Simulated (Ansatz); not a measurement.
La2O3:

```
La O
1.0
     6.26678    0.00000    0.00000
    -3.13339    5.42719    0.00000
     0.00000    0.00000    3.29977
La O
2 3
Direct
  0.66667 0.33333 0.50000
  0.33333 0.66667 0.50000
  0.50801 0.00000 0.00000
  0.00000 0.50801 0.00000
  0.49199 0.49199 0.00000
```

The cell comes from a database or a generator and needn't be the stable form of this composition.

Base run:

- Program: Ansatz 0.2.0
- Functional: LDA
- Potentials or basis: Ansatz PAW
- Cutoff: 420 eV (not typed: the program's choice for these potentials)
- k mesh: 5 × 5 × 8
- Occupations: fermi-dirac, width 0.05 eV
- Spin: no spin polarisation

Its results: band gap on the k mesh 1.39 eV, indirect (least direct gap 1.91 eV); pressure -3.3 GPa; largest force 0.073 eV/Å.

Task: The run is repeated on the same cell with these changes: functional from LDA to r2SCAN; cutoff from 420 eV (not typed: the program's choice for these potentials) to 500 eV (not typed: the program's choice for these potentials). What comes out?

Result: Band gap on the k mesh 1.85 eV, indirect (least direct gap 2.40 eV); pressure 1.4 GPa; largest force 0.050 eV/Å.

r2SCAN gives the wider gap, since meta-GGAs in the generalised Kohn-Sham scheme recover part of the derivative discontinuity.

Caveats: spin-orbit coupling is left out, which moves the levels of the heavy elements; the PAW data sets come from PBE, with cores solved anew for the run's functional, which leaves a small shift of forces and pressure; the magnetic or orbital state may not be the lowest (some runs).
